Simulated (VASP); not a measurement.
Set up this calculation in VASP 6.6.1, as the native input.

- Task: band structure
- Functional: r2SCAN
- Potentials or basis: VASP PAW PBE potentials, release 64 (Zn, O)
- Cutoff: 520 eV
- k mesh: 10 × 10 × 6
- Occupations: gaussian, width 0.02 eV
- Spin: no spin polarisation
- Ladder: free
- Further INCAR settings: ALGO = Normal; EDIFF = 1e-06

The structure of ZnO (zincite) lies in POSCAR:

```
ZnO
1.0
    3.2493080000      0.0000000000      0.0000000000
   -1.6246540000      2.8139832727      0.0000000000
    0.0000000000      0.0000000000      5.2057090000
Zn O
2 2
Direct
    0.6666666667      0.3333333333      0.0000000000
    0.3333333333      0.6666666667      0.5000000000
    0.3333333333      0.6666666667      0.8790100000
    0.6666666667      0.3333333333      0.3790100000
```

These files were run (other wordings do the same):

INCAR

```
PREC     = Accurate       # precision mode
ENCUT    = 520            # plane-wave cutoff, eV
EDIFF    = 1E-6           # SCF threshold, eV
ISMEAR   = 0              # smearing method
SIGMA    = 0.02           # smearing width, eV
LREAL    = F              # projectors in reciprocal space
LASPH    = T              # aspherical terms in the spheres
NELM     = 60             # most SCF steps
ALGO     = Normal         # electronic algorithm
ISIF     = 2              # what is computed and relaxed
LWAVE    = F              # write WAVECAR
LCHARG   = F              # write CHGCAR
METAGGA  = R2SCAN         # meta-GGA
LMIXTAU  = T
```

KPOINTS

```
regular mesh
0
Gamma
  10 10 6
```

KPOINTS_OPT

```
path GMKGALHA,LM,KH
10
line-mode
reciprocal
 0.0000000000  0.0000000000  0.0000000000  G
 0.5000000000  0.0000000000  0.0000000000  M

 0.5000000000  0.0000000000  0.0000000000  M
 0.3333333333  0.3333333333  0.0000000000  K

 0.3333333333  0.3333333333  0.0000000000  K
 0.0000000000  0.0000000000  0.0000000000  G

 0.0000000000  0.0000000000  0.0000000000  G
 0.0000000000  0.0000000000  0.5000000000  A

 0.0000000000  0.0000000000  0.5000000000  A
 0.5000000000  0.0000000000  0.5000000000  L

 0.5000000000  0.0000000000  0.5000000000  L
 0.3333333333  0.3333333333  0.5000000000  H

 0.3333333333  0.3333333333  0.5000000000  H
 0.0000000000  0.0000000000  0.5000000000  A

 0.5000000000  0.0000000000  0.5000000000  L
 0.5000000000  0.0000000000  0.0000000000  M

 0.3333333333  0.3333333333  0.0000000000  K
 0.3333333333  0.3333333333  0.5000000000  H
```

Potentials or basis: VASP PAW PBE potentials, release 64 (Zn, O).

Command:

```console
$ cat potpaw_PBE.64/Zn/POTCAR potpaw_PBE.64/O/POTCAR > POTCAR
$ mpirun -np 1 vasp_std > vasp.out
```

Results of the run:

```
Pressure                : -0.2 GPa
Largest force           : 0.086 eV/Å
Band gap on the k mesh  : 1.23 eV, direct
Band gap along the path : 1.23 eV, direct
```

Caveat: the PAW data sets were made with another functional, which shifts forces and pressure a little.

Run time: 2.3 min on 1 thread of Intel(R) Xeon(R) 6975P-C (Granite Rapids), on a shared host, peak memory 0.24 GiB.
